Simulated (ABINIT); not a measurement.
Runs of ABINIT 10.8.3 (patched build) on CsPbBr3. Symmetry: Pm-3m, No. 221, cubic system. Conventional cell: a = 5.870 Å, b = 5.870 Å, c = 5.870 Å, α = 90.00°, β = 90.00°, γ = 90.00°. Pb (site symmetry m-3m) is surrounded by 6 Br at 2.94 Å. Cs (site symmetry m-3m) has 12 Br at 4.15 Å as nearest neighbours. Br (site symmetry 4/mmm) is surrounded by 2 Pb at 2.94 Å. Measurements of this composition are mostly on another form, of space group No. 62.

```tsv
task	level	potentials or basis	cell	cutoff (eV)	smearing	cell freedom (optcell)	optimiser (ionmov)	cutoff smearing ecutsm (Ha)	force stop (Ha/bohr)	fine-grid cutoff	gap on the mesh (eV)	pressure (GPa)	relaxed volume (Å³/atom)
relaxation of cell and atoms	PBE	SPMS NC PBE v1.0	relaxed	490	fermi-dirac 0.05 eV	2	2	0.5	2e-05	-	1.79	0.0	43.36
single point	PBE	PseudoDojo NC SR PBE v0.4.1 standard	as given	707	fermi-dirac 0.05 eV	-	-	-	-	-	(b)	1.6	-
relaxation of cell and atoms	PBEsol	JTH PAW PBE v2.0	relaxed	599	fermi-dirac 0.05 eV	2	2	0.5	2e-05	1197.3 eV	1.46	0.0	(a)
one-shot levels of the hybrid B3LYP	PBE	SPMS NC PBE v1.0	as given	490	fixed	-	-	-	-	-	1.54	-	-
single point	PBE	SPMS NC PBE v1.0	as given	490	fermi-dirac 0.05 eV	-	-	-	-	-	1.54	1.5	-
```

Alike in all rows: no spin polarisation; k mesh 4 × 4 × 4.

**Question.** Estimate the missing entries.

**Answer.** (a) 40.82; (b) 1.53.

Caveats: spin-orbit coupling is left out, which as a rule narrows the gap of such compounds by several tenths of an eV; the PAW data sets were made with another functional, which shifts forces and pressure a little (some runs).

A k mesh can miss the band edges, and the runs leave out spin-orbit coupling on Br, Cs, Pb.

Not every run made on this cell is shown here.
